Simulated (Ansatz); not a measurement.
# TiAl (Pm-3m): from the cell to its phonons, part 2 of 2

Task: relax TiAl (Pm-3m), then find its harmonic phonons.

Ansatz 0.2.0; DFT PBEsol, scalar-relativistic, plane waves, PAW; PAW set soft_1.

So far. Step 4 (Tight relaxation): The forces vanish by symmetry and the pressure is 0.000 GPa, within the tolerances set. The cell now holds 15.71 Å³/atom. Step 5 (Linear response at the zone centre): Before it was imposed, the acoustic sum rule was missed by 1.0e-4 eV/Å². Small misses are needed for a sound result but don't prove that mesh and cutoff are converged. The lowest optical mode is real, 323 cm⁻¹. The relaxed cell has a = 3.156 Å (conventional setting).

The database entry behind the starting cell lists a temperature of 1381 K, so it need not match the best structure at ambient conditions.

## Step 6: Phonons on a q mesh

Stability and thermal properties need the whole zone. Linear response on a 4×4×4 q mesh gives force constants as far as a supercell of that size would.

Input file input.yaml:

```yaml
crystal:
  lattice:
    - [3.1556724881, 0.0, 0.0]
    - [0.0, 3.1556724881, 0.0]
    - [0.0, 0.0, 3.1556724881]
  atoms:
    - { symbol: Ti, position: [0.5, 0.5, 0.5] }
    - { symbol: Al, position: [0.0, 0.0, 0.0] }
kpoints:
  mp_grid: { grid: [16, 16, 16] }
hamiltonian:
  xc: pbesol
  pseudopotentials: { kind: paw, azcp: { folder: soft_1 }, xc_functional: pbe }
scf:
  occupations: { method: methfessel_paxton, width: 0.2 }
output:
  eigenvalues: true
phonons:
  method: dfpt
  qmesh: [4, 4, 4]
  temperatures: { t_max: 1000, t_step: 50 }
  qpath:
    path:
      - [[0.0, 0.0, 0.0], [0.0, 0.5, 0.0], [0.5, 0.5, 0.0], [0.0, 0.0, 0.0], [0.5, 0.5, 0.5], [0.0, 0.5, 0.0]]
      - [[0.5, 0.5, 0.5], [0.5, 0.5, 0.0]]
    npoints: 10
```

Run with:

```console
$ ansatz run input.yaml --threads 4 --pin off --max-ram 10240MiB --backend cpu --events-out ev --progress --plain --runs-dir out
```

Numbers of over 12 decimals in the logs are rounded to 6 here.

Log:

```text
[...]
Crystal: 2 atoms, lattice volume = 31.425 Å³
Basis set: ecut = 420 eV, 619 PW (Γ), exchange–correlation on 48×48×48 points (8 copies of the dense FFT grid, shifted against one another)
Bands: 12, of which v1, the nominal top of the filled ones, is band 8 counted from 1 (7 counted from 0)
Symmetry: 48 space group operations
k-points: 165 of 4096
[...]
SCF iter   1: F=—  HF=-2999.217555 eV  |F-HF|=—  |Δ(HF+E_count)|=         —  Δρ=4.50e-2  dr2=5.97e-1  ethr=3.10e-3  ⟨swp⟩=4.9  Hψ=9969  notcnv=0
[...]
SCF iter   7: F=-2998.988655 eV  HF=-2998.988655 eV  |F-HF|=2.27e-12  |Δ(HF+E_count)|=   1.61e-9  S|Δr|=    0.00e0  Δρ=2.02e-7  dr2=6.73e-12  ethr=1.00e-12  ⟨swp⟩=3.7  Hψ=8872  notcnv=0
[...]
SCF 1 converged in 7 iterations: F = -2998.988655 eV  dr2 = 6.73e-12
[...]
phonons: the bands overlap, so this run is a metal and interpolates without the dipole-dipole term. If the crystal is really an insulator or semiconductor, its LO-TO splitting is missing
NSCF: frozen V_eff on 165 k-points
[...]
DFPT response loops at q = (0, 0, 0) (fractional): preconditioner auto → Kerker (q_TF=auto, 2.412 Å⁻¹) (partly filled bands, converged f_vac=0.000); β = 1.00, the filter's whole step (`scf.mixing.beta` (0.50) is not read by the response loops under this deck's `scf.mixing.preconditioner`; to damp them name `kerker` or `kerker_dos`, under which they read `scf.mixing.beta`, and type it under 1.00, their step now; both keys bind the ground state too); Broyden in place of MSR1
[...]
SCF converged after 7 iterations
[...]
Free energy (F): -2998.988655 eV
[...]
Internal energy: -2998.985703 eV  (E = F + TS)
E sigma→0 (E₀):  -2998.987917 eV
Entropy (-TS):   -0.002952 eV (-1.476 meV/atom)
Fermi energy:    11.595981 eV
[...]
--- Band table (eV; the first three rows and the last of 165) ---
  k-point 0: bands = [... 4 lower, 2.2419, 10.1040, 10.1040, 13.4387, 13.4387, 13.4387, 16.1127, 16.1127]
  k-point 1: bands = [... 4 lower, 2.3056, 10.0745, 10.1331, 13.3238, 13.3238, 13.4466, 15.8390, 16.2731]
  k-point 2: bands = [... 4 lower, 2.4950, 9.9575, 10.2176, 13.0460, 13.0460, 13.4692, 15.2606, 16.6887]
  k-point 164: bands = [... 4 lower, 8.4299, 8.4299, 8.4299, 12.3742, 14.5067, 14.5067, 14.5558, 14.5558]
--- Phonons (Γ-DFPT): 2 representative perturbations + reference (Σ response iterations 6) ---
  ASR residual: 1.050e-4 → 0.000e0 eV/Å²; symmetrization residual: 2.352e-6 eV/Å²
  ASR residual per site (eV/Å²): 1.05e-4 1.12e-5
  Γ frequencies (cm⁻¹): 0.00 0.00 0.00 322.98 322.98 322.98
--- Phonons (arbitrary-q DFPT): 10 irreducible q on the 4×4×4 mesh ---
  q = [0.0000, 0.0000, 0.0000] (star 1, of the zone-centre solve; hermiticity 7.11e-7, symmetrization 7.56e-13): -0.00 -0.00 -0.00 322.98 322.98 322.98
  q = [0.0000, 0.0000, 0.2500] (star 6, 4 solved perturbations in 4032 linear systems a pass and spin channel, the states on 1296 of 4096 k-point pairs; hermiticity 6.11e-7, symmetrization 2.01e-13): 112.03 112.03 127.43 304.98 305.64 305.64
[...]
q = [0.0000, 0.2500, -0.5000] (star 12, 6 solved perturbations on 1296 of 4096 k-point pairs; hermiticity 2.04e-7, symmetrization 1.40e-14): 70.71 107.26 210.92 272.58 322.45 325.21
[...]
sum rule: each row above includes the acoustic sum rule's correction from the zone centre's row sums; it moved no ω² by more than (0.77 cm⁻¹)²
  mesh force constants: q→R imaginary residual 4.23e-18; ASR residual 1.050e-4 → 0.000e0 eV/Å²; symmetrization residual 8.882e-15 eV/Å²
  interpolated dispersion: 62 rows × 6 modes
  density of states and harmonic sums: on the 20×20×20 q-mesh, interpolated from the force constants of a 4×4×4 supercell (no non-analytic term)
  largest difference from the sums on the solved wave vectors: F 9.83e-3 eV, S 1.91e-5 and C_V 9.21e-6 eV/K
  zero-point energy: 0.079658 eV/cell   skipped modes (ω ≤ 0): 132, of them read as no rigid motion or as one in doubt: 129 (4.348e-1 modes/cell left out, lowest -123.39 cm⁻¹)   left out of the sums: 7.25e-2 of the cell's modes: C_V's classical limit lies that fraction below 3 k_B per atom; for a crystal, a wire or a layer, F and S can be off by more, and a phonons.interpolated_qmesh denser along its periods is the remedy for the sampling
```

Wall time 5.4 min (4 threads of Arm Neoverse V1, shared host); peak memory 2.3 GiB.

This step gave:

* sum-rule residual before enforcement: 1.05e-4 eV/Å²
* lowest frequency on the path: -123.4 cm⁻¹
* highest frequency on the path or at a solved wavevector: 345.7 cm⁻¹
* lowest mode on the q mesh (acoustic modes at Γ apart): -123.4 cm⁻¹

Frequencies (cm⁻¹) solved at each irreducible wavevector; negative means imaginary. Frequencies by wavevector, by row:

```tsv
q in reciprocal lattice units	star	mode 1	mode 2	mode 3	mode 4	mode 5	mode 6
0 0 0	1	0	0	0	323	323	323
0 0 0.25	6	112	112	127.4	305	305.6	305.6
0 0 -0.5	3	206.3	206.3	212.3	259.6	264.7	264.7
0 0.25 0.25	12	-73.3	150.6	214.7	268.1	298.2	341
0 0.25 -0.5	12	70.7	107.3	210.9	272.6	322.4	325.2
0 -0.5 -0.5	3	-123.4	-123.4	216	284.5	343.1	343.1
0.25 0.25 0.25	8	105.8	105.8	186.9	299.9	316	316
0.25 0.25 -0.5	12	111.3	112.5	212.2	263.8	320.9	330.2
0.25 -0.5 -0.5	6	64.9	64.9	223	261.7	314.9	314.9
-0.5 -0.5 -0.5	1	193.8	193.8	193.8	239.5	239.5	239.5
```

Interpolated from a 4×4×4 q mesh. Phonon branches along the path, in cm⁻¹:

```tsv
point	branch 1	branch 2	branch 3	branch 4	branch 5	branch 6
Γ	0	0	0	323	323	323
halfway	112	112	127	305	306	306
X	206	206	212	260	265	265
halfway	71	107	211	273	322	325
M	-123	-123	216	284	343	343
halfway	-73	151	215	268	298	341
Γ	0	0	0	323	323	323
halfway	106	106	187	300	316	316
R	194	194	194	240	240	240
halfway	111	112	212	264	321	330
X	206	206	212	260	265	265
jump to R	194	194	194	240	240	240
halfway	65	65	223	262	315	315
M	-123	-123	216	284	343	343
```

The phonon branches as a text plot (rows in cm⁻¹):

```
    336 |           ************                    **        ***
    316 |***       *      *    *************       ****      *
    297 |   ***   *        *****    *   *****     *    *    *
    277 |     ** * ********  **      ***    *    *      *  *  ***
    258 |      ****                          *  * ************
    238 |                                     ****        *
    219 |       *  *******   *         *           ***   * ******
    199 |      ****       *   *      **       *****   *****
    180 |     *            **           *   **  *      ** *
    160 |     *   *          * *         *** *   *     *
    140 |    *    **                *    ** *    *    *    *
    121 |   *      *      *   *            *      ****
    101 |                       *       *          *        *
     82 |  *                   *       *
     62 | **        *           ** *                         *
     43 | *                          **
     23 |*                       *  *
      4 |                         *
    -16 |                        * *
    -35 |           *    *      *
    -55 |            *        **
    -75 |                    *
    -94 |            **   ***                                 *
   -114 |             ****                                     **
         Γ      X      M          Γ            R        X|R     M
```

The phonon density of states has structure finer than the step of the table below, so its rows give means over 20 cm⁻¹, whole bins alone (the curve runs from -122 to 348 cm⁻¹). Peaks (cm⁻¹: height): 207.5: 0.0340, 277.5: 0.0426, 327.5: 0.0555.

Tetrahedra on a 20×20×20 mesh, mean over bins of 5 cm-1. Interpolated from a 4×4×4 q mesh. Table of phonon density of states by wavenumber; means over each step:

wavenumber (cm⁻¹), phonon density of states (1/cm⁻¹/cell) and a bar:
```
     -100     0.0028 #
      -80     0.0037 ##
      -60     0.0042 ##
      -40     0.0041 ##
      -20     0.0038 ##
        0     0.0034 ##
       20     0.0036 ##
       40     0.0047 ###
       60     0.0065 ####
       80     0.0091 ######
      100     0.0118 ########
      120     0.0137 #########
      140     0.0126 ########
      160     0.0125 ########
      180     0.0137 #########
      200     0.0253 #################
      220     0.0137 #########
      240     0.0007 
      260     0.0135 #########
      280     0.0373 #########################
      300     0.0286 ###################
      320     0.0439 ##############################
```

The partial phonon density of states has structure finer than the step of the table below, so its rows give means over 20 cm⁻¹, whole bins alone (the curve runs from -132 to 366 cm⁻¹). Peaks (cm⁻¹: height): Al 127.9: 0.00609, 278.3: 0.0358, 328.4: 0.0325; Ti -50.8: 0.00407, 127.9: 0.0110, 209.3: 0.0299, 328.4: 0.0194.

Phonopy on the run's constants, 17x17x17 mesh, Gaussian sigma 3.6 cm-1. Interpolated from a 4×4×4 q mesh. Partial phonon density of states against wavenumber; means over each step; values in 1/cm⁻¹/cell:

```tsv
wavenumber (cm⁻¹)	Al	Ti
-120	4.3e-4	7.4e-4
-100	0.00119	0.00203
-80	0.00142	0.00234
-60	0.00197	0.00323
-40	0.00196	0.00327
-20	9.3e-4	0.00158
0	3.9e-4	6.7e-4
20	0.00105	0.00176
40	0.00157	0.00268
60	0.00283	0.00485
80	0.00345	0.00605
100	0.00420	0.00745
120	0.00512	0.00925
140	0.00359	0.00744
160	0.00403	0.00978
180	0.00337	0.0111
200	0.00262	0.0204
220	5.1e-4	0.0147
240	8.2e-4	8.8e-5
260	0.0138	8.4e-4
280	0.0307	0.00519
300	0.0200	0.00863
320	0.0274	0.0159
340	0.0165	0.00996
```

Second derivatives of the energy by pair, one row for each kind of neighbour of each atom listed. Each entry sums the pair over the periodic images of the supercell that the q mesh stands for, and in a polar crystal it holds the long-range dipole part too. Force constants by pair, by row:

```tsv
atom	neighbour	distance (Å)	third of the trace (eV/Å²)	along the pair's line (eV/Å²)
Ti1	itself	0	7.649	–
Ti1	Al	2.733	-0.8839	-3.02
Ti1	Ti	3.156	-0.0683	-0.0766
Ti1	Ti	4.463	-0.0429	-0.2612
Ti1	Al	5.233	0.0158	0.0053
Ti1	Ti	5.466	-0.0485	-0.0462
Ti1	Ti	6.311	-0.1841	-0.2918
Ti1	Al	6.878	0.0046	0.011
Ti1	Ti	7.056	0.069	0.0823
Al2	itself	0	6.906	–
Al2	Ti	2.733	-0.8839	-3.02
Al2	Al	3.156	0.025	0.086
Al2	Al	4.463	-0.0587	-0.0903
Al2	Ti	5.233	0.0158	0.0053
Al2	Al	5.466	0.0341	0.0083
Al2	Al	6.311	-0.0323	0.0394
Al2	Ti	6.878	0.0046	0.011
Al2	Al	7.056	0.0013	0.0052
```

Symmetry leaves 10 wavevectors to solve. The lowest mode among them, the acoustic zeros apart, lies at q = (0, -0.5, -0.5) and is imaginary, 123.4i cm⁻¹, so the energy falls along it.

## Step 7: Another isotope

An isotope changes the mass and not the force constants, so no new electronic calculation is needed; the shifts show which modes move this element.

The same force constants with the mass of Ti changed from 47.867 to 49.945 u (phonopy, no LO-TO term). Both lists are sorted by frequency; levels can cross, so a row need not hold one and the same mode. Modes under 3 cm⁻¹ are left out. Isotope shifts, by row:

```tsv
q	rank	natural mass (cm⁻¹)	changed mass (cm⁻¹)
0 0 0	4	323	320.6
0 0 0	5	323	320.6
0 0 0	6	323	320.6
0 0 0.25	1	112	110.4
0 0 0.25	2	112	110.4
0 0 0.25	3	127.4	125.7
0 0 0.25	4	305	302.7
0 0 0.25	5	305.6	303.7
0 0 0.25	6	305.6	303.7
0 0 -0.5	1	206.3	201.9
0 0 -0.5	2	206.3	201.9
0 0 -0.5	3	212.3	207.8
0 0 -0.5	4	259.6	259.6
0 0 -0.5	5	264.7	264.7
0 0 -0.5	6	264.7	264.7
0 0.25 0.25	1	-73.34	-72.39
0 0.25 0.25	2	150.6	148.2
0 0.25 0.25	3	214.7	210.4
0 0.25 0.25	4	268.1	267.9
0 0.25 0.25	5	298.2	296.7
0 0.25 0.25	6	341	338.2
```

A mode of this element alone would shift by -2.10 %. The highest zone-centre frequency without the field goes from 323.0 to 320.6 cm⁻¹ (-0.8 %). The product of the frequency ratios over all optical modes at Γ is 0.978; the product rule, (m/m′)^(3k/2) (M′/M)^(3/2) with k = 1 such atoms and M the mass of the cell, gives 0.978.

## Step 8: Summary of results

```
space group after relaxation (within 0.01 Å)            : Pm-3m
volume per atom                                         : 15.7 Å³
electronic character                                    : no gap on this mesh
highest optical mode at the zone centre (no LO-TO term) : 323 cm⁻¹
lowest optical zone-centre mode                         : 323 cm⁻¹
lowest mode on the q mesh (acoustic modes at Γ apart)   : -123 cm⁻¹
highest frequency on the path or at a solved wavevector : 346 cm⁻¹
imaginary modes on the 4×4×4 q mesh                     : yes
```

**Reading.** Modes are clearly imaginary (beyond 10i cm⁻¹) at 2 of the 10 irreducible wavevectors, most at q = (0, -0.5, -0.5) (123.4i cm⁻¹), so this structure is not a minimum of the energy. The optical modes at Γ form one degenerate level at 323 cm⁻¹. With no gap, or one that is small against the smearing, the frequencies hang on the k mesh and the smearing, most of all near Kohn anomalies. The phonon runs are without spin polarisation, although the cell has an odd electron count. The PAW files were made for PBE and serve the other functionals too. These are harmonic frequencies at zero temperature: anharmonic shifts, linewidths and thermal expansion are left out.

[Logs are printed without paths, hosts, clocks, repeated set-up lines and the standing remarks that a program may print on its own settings, such as how far it seeks lower states.]

[Hosts, paths, dates, database ids (printed as entryN), source tags and the programs' standing remarks are cut or masked in the printed files.]
